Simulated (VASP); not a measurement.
# LiCl (F-43m) in VASP: a series of runs, part 2 of 2

VASP 6.6.1.

### Step 4. Single point, HSE06 (hydrostatic strain +4.0%)

Input file POSCAR:

```
LiCl
1.0
    0.0000000000      2.8429108541      2.8429108541
    2.8429108541      0.0000000000      2.8429108541
    2.8429108541      2.8429108541      0.0000000000
Li Cl
1 1
Direct
    0.0000000000      0.0000000000      0.0000000000
    0.2500000000      0.2500000000      0.2500000000
```

Input file INCAR.step1:

```
PREC = Accurate ; ENCUT = 520
EDIFF = 1E-5 ; ISMEAR = 0
SIGMA = 0.01 ; LREAL = False
LASPH = True ; NELM = 100
ALGO = Normal ; ISIF = 2
LWAVE = True ; LCHARG = False
GGA = PE ; NBANDS = 12
```

Input file INCAR.step2:

```
PREC = Accurate ; ENCUT = 520
EDIFF = 1E-6 ; ISMEAR = 0
SIGMA = 0.01 ; LREAL = False
LASPH = True ; NELM = 100
ALGO = Normal ; ISIF = 2
LWAVE = False ; LCHARG = False
GGA = PE ; LHFCALC = True
HFSCREEN = 0.2079 ; PRECFOCK = Normal
ISTART = 1 ; NBANDS = 12
```

Input file KPOINTS:

```
Automatic mesh
0
Gamma
  6 6 6
```

Potentials or basis: VASP PAW PBE potentials, release 64 (Li_sv, Cl).

Started as:

```bash
$ cat potpaw_PBE.64/Li_sv/POTCAR potpaw_PBE.64/Cl/POTCAR > POTCAR
$ cp INCAR.step1 INCAR
$ mpirun -np 1 vasp_std > vasp.out
$ cp INCAR.step2 INCAR
$ mpirun -np 1 vasp_std > vasp.out
```

OUTCAR:

```text
PREC = Accurate
   ENCUT = 520
   EDIFF = 1E-6
   ISMEAR = 0
   LREAL = False
   LASPH = True
   NELM = 100
   ISIF = 2
   GGA = PE
   LHFCALC = True
   HFSCREEN = 0.2079
   PRECFOCK = Normal
   ISTART = 1

 ion  position               nearest neighbor table
   1  0.000  0.000  0.000-   2 2.46   2 2.46   2 2.46   2 2.46
   2  0.250  0.250  0.250-   1 2.46   1 2.46   1 2.46   1 2.46

  LATTYP: Found a face centered cubic cell.
 ALAT       =     5.6858217082

  Lattice vectors:
[... 426 lines left out ...]

------------------------ aborting loop because EDIFF is reached ----------------------------------------

  FORCE on cell =-STRESS in cart. coord.  units (eV):
  Direction    XX          YY          ZZ          XY          YZ          ZX
  --------------------------------------------------------------------------------------
  -------------------------------------------------------------------------------------
  Total       -0.6553830     -0.6553830     -0.6553830     -0.0000000     -0.0000000     -0.0000000
  in kB      -22.8499916    -22.8499916    -22.8499916     -0.0000000     -0.0000000     -0.0000000
  external PRESSURE =     -22.8499916 kB  Pullay stress =       0.0000000 kB

 VOLUME and BASIS-vectors are now :
 -----------------------------------------------------------------------------
  energy-cutoff  :      520.00
  volume of cell :       45.95
      direct lattice vectors                 reciprocal lattice vectors
     0.000000000  2.842910854  2.842910854    -0.175876074  0.175876074  0.175876074
     2.842910854  0.000000000  2.842910854     0.175876074 -0.175876074  0.175876074
     2.842910854  2.842910854  0.000000000     0.175876074  0.175876074 -0.175876074

 POSITION                                       TOTAL-FORCE (eV/Angst)
 -----------------------------------------------------------------------------------
      0.00000      0.00000      0.00000         0.000000      0.000000      0.000000
      1.42146      1.42146      1.42146        -0.000000     -0.000000     -0.000000
 -----------------------------------------------------------------------------------
    total drift:                                0.000004      0.000002      0.000002

  FREE ENERGIE OF THE ION-ELECTRON SYSTEM (eV)
  ---------------------------------------------------
  free  energy   TOTEN  =        -8.4577657783 eV

  energy  without entropy=       -8.4577657783  energy(sigma->0) =       -8.45776578
```

OUTCAR.step1:

```text
PREC = Accurate
   ENCUT = 520
   EDIFF = 1E-5
   ISMEAR = 0
   LREAL = False
[... 455 lines left out ...]
      0.00000      0.00000      0.00000         0.000000      0.000000      0.000000
      1.42146      1.42146      1.42146        -0.000000     -0.000000     -0.000000
 -----------------------------------------------------------------------------------
    total drift:                                0.000000      0.000000     -0.000000

  FREE ENERGIE OF THE ION-ELECTRON SYSTEM (eV)
  ---------------------------------------------------
  free  energy   TOTEN  =        -7.4030961415 eV

  energy  without entropy=       -7.4030961415  energy(sigma->0) =       -7.40309614
```

Run time: 5.6 min. Hardware: 1 thread of Intel Xeon 6975P-C (Granite Rapids), shared host; peak memory 0.28 GiB.

What came out:

```yaml
Free_energy: -8.4578 eV
Band_gap_on_the_k_mesh: 6.97 eV, direct
```

Caveat: the cutoff is under 1.25 times the usual one of these potentials, so pressure, stress and relaxed cells hold a basis-set (Pulay) error; the PAW data sets were made with another functional, which shifts forces and pressure a little.

### Step 5. Single point, HSE06 (epitaxial_xy strain +5.8%)

Input file POSCAR:

```
LiCl
1.0
    0.0000000000      2.8915590114      2.4768618153
    2.8915590114      0.0000000000      2.4768618153
    2.8915590114      2.8915590114      0.0000000000
Li Cl
1 1
Direct
    0.0000000000      0.0000000000      0.0000000000
    0.2500000000      0.2500000000      0.2500000000
```

Input file INCAR.step1:

```
PREC = Accurate
ENCUT = 520
EDIFF = 1E-5
ISMEAR = 0
SIGMA = 0.01
LREAL = F
LASPH = T
NELM = 100
ALGO = Normal
ISIF = 2
LWAVE = T
LCHARG = F
NBANDS = 12
GGA = PE
```

Input file INCAR.step2:

```
PREC = Accurate
ENCUT = 520
EDIFF = 1E-6
ISMEAR = 0
SIGMA = 0.01
LREAL = F
LASPH = T
NELM = 100
ALGO = Normal
ISIF = 2
LWAVE = F
LCHARG = F
GGA = PE
LHFCALC = T
HFSCREEN = 0.2079
PRECFOCK = Normal
NBANDS = 12
ISTART = 1
```

Input file KPOINTS:

```
regular mesh
0
Gamma
  6 6 6
```

Started as:

```bash
$ cat potpaw_PBE.64/Li_sv/POTCAR potpaw_PBE.64/Cl/POTCAR > POTCAR
$ cp INCAR.step1 INCAR
$ mpirun -np 1 vasp_std > vasp.out
$ cp INCAR.step2 INCAR
$ mpirun -np 1 vasp_std > vasp.out
```

Run time: 9 min. Hardware: 1 thread of Intel Xeon 6975P-C (Granite Rapids), shared host; peak memory 0.28 GiB.

Results (log left out):

```yaml
Free_energy: -8.4784 eV
Band_gap_on_the_k_mesh: 7.16 eV, direct
```

Levels at points of the mesh, in eV from the valence-band top:
```
           k point  band 2  band 3  band 4  band 5  band 6  band 7  band 8  band 9
(0.00, 0.00, 0.00)  -14.04   -0.20   -0.20    0.00    7.16   11.63   11.63   11.83
(0.50, 0.00, 0.00)  -13.71   -2.26   -0.68   -0.20    9.38   11.05   12.08   12.74
(0.50, 0.50, 0.00)  -13.51   -1.61   -1.36   -1.36    7.74   10.38   15.05   15.05
(0.50, 0.00, 0.50)  -13.67   -2.00   -0.88   -0.71    7.93   11.24   14.22   14.70
```

Caveat: the cutoff is under 1.25 times the usual one of these potentials, so pressure, stress and relaxed cells hold a basis-set (Pulay) error; the PAW data sets were made with another functional, which shifts forces and pressure a little.

### Step 6. Summary

| level | cell | k mesh | smearing | exchange at q = 0 | grid for exact exchange (PRECFOCK) | screening parameter | gap on the mesh (eV) |
| --- | --- | --- | --- | --- | --- | --- | --- |
| PBE | hydrostatic strain +4.0% | 8 × 8 × 8 | fermi-dirac 0.02 eV | - | - | - | 5.66 |
| PBE | epitaxial_xy strain +5.8% | 8 × 8 × 8 | fermi-dirac 0.02 eV | - | - | - | 5.83 |
| HSE06 | hydrostatic strain +4.0% | 6 × 6 × 6 | gaussian 0.01 eV | truncated | Normal | 0.2079 1/A | 6.97 |
| HSE06 | epitaxial_xy strain +5.8% | 6 × 6 × 6 | gaussian 0.01 eV | truncated | Normal | 0.2079 1/A | 7.16 |

Alike in all rows: task single point; potentials or basis VASP PAW PBE potentials, release 64 (Li_sv, Cl); no spin polarisation; cutoff (eV) 520.

Caveats: the cutoff is under 1.25 times the usual one of these potentials, so pressure, stress and relaxed cells hold a basis-set (Pulay) error; the PAW data sets were made with another functional, which shifts forces and pressure a little (some runs).

Total energies depend on the potentials used, so only differences within one code and one set of settings carry meaning.
